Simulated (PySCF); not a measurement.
Spectra and structures to be paired. Method: PySCF 2.14.0, density-fitted response routines, TDDFT wB97X-D/def2-SVPD, vertical, gas phase, core orbitals frozen in the response. Geometries: GFN2-xTB; one conformer of each isolated species. Triplets are in the Tamm–Dancoff approximation. Ions are computed without counter-ions or solvent.

A. `C(=C)C(=O)C`
B. `Fc1cocp1`
C. `[NH3+]C/C=C/F`
D. `N#CC(F)F`

Lowest singlet levels (six at most, fewer where fewer were computed) with oscillator strengths:

1. 163 nm (f 0.000); 154 nm (f 0.000); 153 nm (f 0.001); 142 nm (f 0.012); 137 nm (f 0.013); 128 nm (f 0.001); T1 6.36 eV
2. 177 nm (f 0.228); 163 nm (f 0.204); 149 nm (f 0.016); 147 nm (f 0.003); 143 nm (f 0.011); 140 nm (f 0.047); T1 4.53 eV
3. 228 nm (f 0.069); 210 nm (f 0.052); 199 nm (f 0.015); 194 nm (f 0.001); 179 nm (f 0.233); 175 nm (f 0.008); T1 3.40 eV
4. 322 nm (f 0.000); 193 nm (f 0.374); 172 nm (f 0.000); 162 nm (f 0.000); 161 nm (f 0.024); 151 nm (f 0.003); T1 3.36 eV

Task: Which spectrum belongs to which structure?

Result: 1 = D, 2 = C, 3 = B, 4 = A.
- A: S1 at 3.86 eV, HOMO→LUMO (94%); Löwdin shares by element: HOMO oxygen 63%, carbon 31% or more; LUMO carbon 64% or more, oxygen 22%; HOMO -9.37 and LUMO 0.04 eV; point group Cs, 3 of its 6 listed states under f = 0.0005.
- B: S1 at 5.44 eV, HOMO→LUMO (86%), HOMO-1→LUMO (9%); Löwdin shares by element: HOMO carbon 64%, phosphorus 20% (atoms not listed hold the other 16%); LUMO carbon 38% or more, phosphorus 37%, oxygen 16%; HOMO -9.06 and LUMO 0.50 eV; point group Cs.
- C: S1 at 7.00 eV, HOMO→LUMO (95%); Löwdin shares by element: HOMO carbon 73%, fluorine 17%; LUMO hydrogen 26% or more, nitrogen 18%, carbon 13% or more (atoms not listed hold the other 43%); HOMO -14.20 and LUMO -3.39 eV.
- D: S1 at 7.62 eV, HOMO→LUMO (77%), HOMO-1→LUMO+1 (12%); Löwdin shares by element: HOMO nitrogen 44%, carbon 43%, hydrogen 6%; LUMO carbon 44%, nitrogen 34%, fluorine 9% or more; HOMO -12.82 and LUMO 1.03 eV; point group Cs, 2 of its 6 listed states under f = 0.0005.
